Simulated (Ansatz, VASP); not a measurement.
MgO: VASP beside Ansatz

The input POSCAR:

```
MgO
1.0
    2.1442108665      2.1442108665      0.0000000000
   -2.1442108665      2.1442108665      0.0000000000
    0.0000000000      2.1442108665      2.0779463653
Mg O
1 1
Direct
    0.0000000000      0.0000000000      0.0000000000
    0.5000000000      0.5000000000      0.0000000000
```

The input INCAR.step1:

```
ALGO = Normal ; EDIFF = 1E-4
ENCUT = 520 ; GGA = PE
ISMEAR = 0 ; LASPH = T
LCHARG = F ; LREAL = F
LWAVE = T ; NBANDS = 11
NELM = 100 ; PREC = Accurate
SIGMA = 0.01
```

The input INCAR.step2:

```
ALGO = Normal ; EDIFF = 1E-7
ENCUT = 520 ; ISIF = 2
ISMEAR = 0 ; ISTART = 1
LASPH = T ; LCHARG = F
LMIXTAU = T ; LREAL = F
LWAVE = F ; METAGGA = R2SCAN
NBANDS = 11 ; NELM = 100
PREC = Accurate ; SIGMA = 0.01
```

KPOINTS

```
k-points
0
Gamma
  10 10 10
```

Input for Ansatz:

```yaml
crystal:
  lattice:
    - [2.14421086654, 2.14421086654, 0.0]
    - [-2.14421086654, 2.14421086654, 0.0]
    - [0.0, 2.14421086654, 2.07794636526]
  atoms:
    - { symbol: Mg, position: [0.0, 0.0, 0.0] }
    - { symbol: O, position: [0.5, 0.5, 0.0] }
kpoints:
  mp_grid: { grid: [10, 10, 10] }
scf:
  occupations: { method: fixed }
  convergence: { dr2_threshold: 1.0e-10 }
hamiltonian:
  xc: r2scan
  pseudopotentials: { kind: paw }
output:
  forces: true
  stress: true
  eigenstates:
    kpoints:
      - [0.0, 0.0, 0.0]
      - [-0.5, -0.5, -0.5]
      - [-0.5, 0.5, 0.0]
      - [0.0, 0.0, -0.5]
      - [0.0, -0.5, -0.5]
      - [0.0, 0.5, 0.0]
      - [-0.5, 0.0, 0.0]
      - [-0.5, 0.0, -0.5]
  eigenvalues: true
```

Change from the starting cell: film at in-plane strain +0.02.

Alike in both runs: task single point; functional r2SCAN; k mesh 10 × 10 × 10; no spin polarisation.

```csv
,VASP,Ansatz
version,VASP 6.6.1,Ansatz 0.2.0
potentials or method,"VASP PAW PBE potentials, release 64 (Mg, O)","PAW with Ansatz's default frozen-core files, scalar-relativistic"
plane-wave cutoff (eV),520,500
occupations,"gaussian, width 0.01 eV",fixed
valence electrons in the cell,8,16
```

Ansatz gave:

- gap on the k mesh at the Fermi level (eV): 5.37
- pressure (GPa): -4.1
- largest component of the traceless stress (GPa): 4.08

Estimate VASP's values.

gap on the k mesh at the Fermi level (eV): 5.35; pressure (GPa): -5.2; largest component of the traceless stress (GPa): 4.06.

The two sets of potentials don't hold the same shells in valence.

Caveats: the PAW data sets were made with another functional, which shifts forces and pressure a little (VASP).
